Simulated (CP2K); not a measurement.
Runs of CP2K 2026.2 on TiO2. It takes space group C2/m (No. 12, monoclinic). The conventional cell has a = 12.307 Å, b = 3.767 Å, c = 6.616 Å, α = 90.00°, β = 106.95°, γ = 90.00°. Ti (site symmetry m) has 4 O at 1.86 to 1.94 Å as nearest neighbours. Ti (site symmetry m) is surrounded by 5 O at 1.78 to 2.03 Å. O (site symmetry m) is surrounded by 3 Ti at 1.94 to 2.03 Å. O (site symmetry m) is surrounded by 3 Ti at 1.96 to 2.16 Å. O (site symmetry m) is surrounded by 2 Ti at 1.78 to 1.87 Å. O (site symmetry m) is surrounded by 2 Ti at 1.86 to 1.93 Å. The cell comes from a database or a generator and needn't be the stable form of this composition.

```csv
potentials or basis,gap on the mesh (eV),pressure (GPa),largest force (eV/Å)
"GTH_POTENTIALS Ti GTH-PBE-q12, O GTH-PBE-q6; DZVP-MOLOPT-SR-GTH basis",2.67,(a),0.22
"POTENTIAL_UZH Ti GTH-SCAN-q12, O GTH-SCAN-q6; DZVP-MOLOPT-SR-GTH basis",2.60,(b),0.22
"GTH_POTENTIALS Ti GTH-BLYP-q12, O GTH-BLYP-q6; DZVP-MOLOPT-SR-GTH basis",2.67,-1.2,0.22
"POTENTIAL_UZH Ti GTH-PBE0-q12, O GTH-PBE0-q6; DZVP-MOLOPT-SR-GTH basis",2.69,-1.3,0.10
"GTH_POTENTIALS Ti GTH-PADE-q12, O GTH-PADE-q6; DZVP-MOLOPT-SR-GTH basis",2.63,-3.2,0.28
```

Alike in all rows: task atomic charges; level PBE; no spin polarisation; cell as given; k mesh 6 × 6 × 4; smearing fermi-dirac 0.05 eV.

Q: Fill in the values left out.

A: (a) -1.0; (b) -0.6.

Caveats: the basis of atomic orbitals isn't converged, which shifts pressures, moduli and gaps; the potentials were made for another functional, which shifts forces and pressure (some runs).

A k mesh can miss the band edges.
